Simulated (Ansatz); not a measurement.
Write a Python script for Ansatz's Python interface that makes a single point of AlN (distorted cell). Use: PBEsol, PAW, cutoff 550 eV, 5×5×5 k-points, fixed occupations.

`aln.xyz`
```text
2
Lattice="0.0214 1.94173 1.97127 2.02451 -0.01365 2.00632 2.01388 1.96616 -0.00302" Properties=species:S:1:pos:R:3 pbc="T T T"
Al    2.05459835    1.92573472    3.96500608
N     2.03010144    1.98302657    1.94556536
```

`run_scf.py`:
```python
# -*- coding: utf-8 -*-
"""SCF run for AlN, distorted."""

from pathlib import Path

import ansatz
from ase.data import atomic_numbers
import spglib

KMESH = (5, 5, 5)
CUTOFF = 550
FILLING = "fixed"
XC = "pbesol"


def main():
    structure = ansatz.Crystal.from_extxyz("aln.xyz")

    # settings of the run
    model = (
        structure.calculation()
        .pseudopotentials("paw")
        .kpoints(*KMESH)
        .basis(CUTOFF)
        .occupations(FILLING)
        .functional(XC)
        .bader_charges()
    )
    session = model.session()
    planned = session.plan(threads=1)
    out = planned.execute()
    summary = out.report

    energy = summary["free_energy_ev"]
    print("AlN: {:.6f} eV = {:.6f} Ry = {:.6f} Ha".format(energy, energy / 13.605693, energy / 27.211386))
    print("Fermi level {:.4f} eV, {} k-points, {} symmetry operations".format(summary["fermi_energy_ev"], summary["n_kpoints"], summary["n_symmetry_ops"]))

    lines = ["| quantity | value |", "|---|---|"]
    lines.append(f"| free energy per atom | {summary['free_energy_ev'] / len(out.lattice.sites):.4f} eV |")
    lines.append(f"| Fermi level | {summary['fermi_energy_ev']:.3f} eV |")
    lines.append(f"| volume per atom | {summary['setup']['cell_volume_ang3'] / len(out.lattice.sites):.3f} A^3 |")
    lines.append(f"| valence electrons | {summary['n_electrons']:g} |")
    Path("summary.md").write_text("\n".join(lines) + "\n")

    spg_cell = (out.lattice.cell_ang, [s.position_frac for s in out.lattice.sites], [atomic_numbers[s.symbol] for s in out.lattice.sites])
    # the group found depends on the tolerance
    found = spglib.get_symmetry_dataset(spg_cell, symprec=1e-3)
    print(found.international, found.number, "point group", found.pointgroup)
    for site, letter, group in zip(out.lattice.sites, found.wyckoffs, found.site_symmetry_symbols):
        print(f"  {site.symbol:2s} Wyckoff {letter}  site symmetry {group}")

    charges = out.bader_charges()
    for atom in charges.atoms:
        print(f"Bader charge {atom.symbol:2s} {atom.partial_charge_e:+.3f} e")


if __name__ == "__main__":
    main()
```

```console
$ python run_scf.py
AlN: -905.666717 eV = -66.565277 Ry = -33.282638 Ha
Fermi level 12.1360 eV, 63 k-points, 1 symmetry operations
P1 1 point group 1
  Al Wyckoff a  site symmetry 1
  N  Wyckoff a  site symmetry 1
Bader charge Al +2.495 e
Bader charge N  -2.495 e
```

File `summary.md` afterwards:
```text
| quantity | value |
|---|---|
| free energy per atom | -452.8334 eV |
| Fermi level | 12.136 eV |
| volume per atom | 7.837 A^3 |
| valence electrons | 8 |
```

What to keep in mind:
- Absolute energies stand on the zero of these potentials, so only differences at equal settings mean something.
- Under fixed occupations the level called the Fermi level is the highest filled one on the SCF mesh; off the mesh a filled band can lie a little above it.
- The k-point mesh is coarse, and energy and stress weren't tested for convergence.
- Only differences from the Fermi energy are physical; the zero of the scale is a convention.
- This is a high-temperature or high-pressure form, not the ambient phase.
- The cell is a database structure, distorted on purpose.
- Timing: 35 s on 1 thread of Intel(R) Xeon(R) Platinum 8259CL CPU @ 2.50GHz (Skylake/Cascade Lake), with other jobs on the host, peak memory 0.35 GiB.

(A comment or docstring line of the script was reworded after the run, the code is as it ran; lines on the test bed's own set-up are left out of the output.)
